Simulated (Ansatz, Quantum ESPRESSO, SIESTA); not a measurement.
**La2O3: programs and potentials compared**

```xyz
5
Lattice="6.3703 0.0000 0.0000 -3.1851 5.5168 0.0000 0.0000 0.0000 3.2899" Properties=species:S:1:pos:R:3 pbc="T T T"
La    3.1851    1.8389    1.6387
La    0.0000    3.6779    1.6512
O     3.2145    0.0000    0.0000
O    -1.6072    2.7838    0.0000
O     1.5779    2.7330    0.0000
```

The cell comes from a database or a generator and needn't be the stable form of this composition.

Alike in all runs: task band structure; functional LDA; k mesh 5 × 5 × 8; occupations fermi-dirac, width 0.05 eV; no spin polarisation; no spin-orbit coupling. LDA stands for any of its common fits. Pressure is positive in compression and, in plane waves, holds the error of the finite cutoff, which Ansatz's Pulay term estimates and takes out. Gaps are the smaller of the mesh's and the band path's.

```tsv
program and potentials	plane-wave cutoff (eV)	notes	band gap (eV)	pressure (GPa)	largest force (eV/Å)
Ansatz, Ansatz PAW	420	potentials made for PBE, which Ansatz adapts in part; Pulay term of +0.43 GPa included	1.50	-5.22	0.051
Quantum ESPRESSO, GBRV 1.5 LDA	612	-	1.50	-4.96	0.050
Ansatz, all-electron LAPW, scalar-relativistic	-	-	?	?	?
SIESTA, files PseudoDojo sr-lda-0.4.1-standard, PseudoDojo sr-pbe-0.4.1-standard, DZP (energy shift 0.003 Ry; two zetas on semicore shells)	-	atomic basis; potentials made for PBE	1.19	0.05	0.036
```

Task: Estimate from the other rows what the run with Ansatz, all-electron LAPW, scalar-relativistic gave.

Result: Band gap 1.49 eV; pressure -5.17 GPa; largest force 0.051 eV/Å. The other rows, which needn't bracket it: band gap 1.19 to 1.50; pressure -5.22 to 0.05; largest force 0.036 to 0.051.
